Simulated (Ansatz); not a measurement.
We consider cubic perovskite CsPbI3 (cubic high-temperature phase), described by PBE-D3(BJ) in Ansatz (PAW).

Settings: plane-wave cutoff 500 eV, 6×6×6 k mesh, gaussian smearing 0.02 eV, scalar-relativistic PAW data made under PBE.

Computed at the level's own relaxed cell.

### Question
Estimate the volume per atom, lattice constant a and band gap that the calculation returns.

### Answer

- volume per atom: 49.82 Å³/atom
- lattice constant a: 6.292 Å
- band gap: 1.34 eV (on the SCF k mesh)

Note: the relaxation could not lower the start's symmetry, so the cell can be a saddle point above a distorted one.

Spin–orbit coupling is not included; with these elements it can move the gap by several tenths of an eV or more.

Static lattice: no zero-point or thermal effects.

The result took about 60 core-seconds (a rough figure).

Ansatz is a quantum-chemistry and plane-wave program.
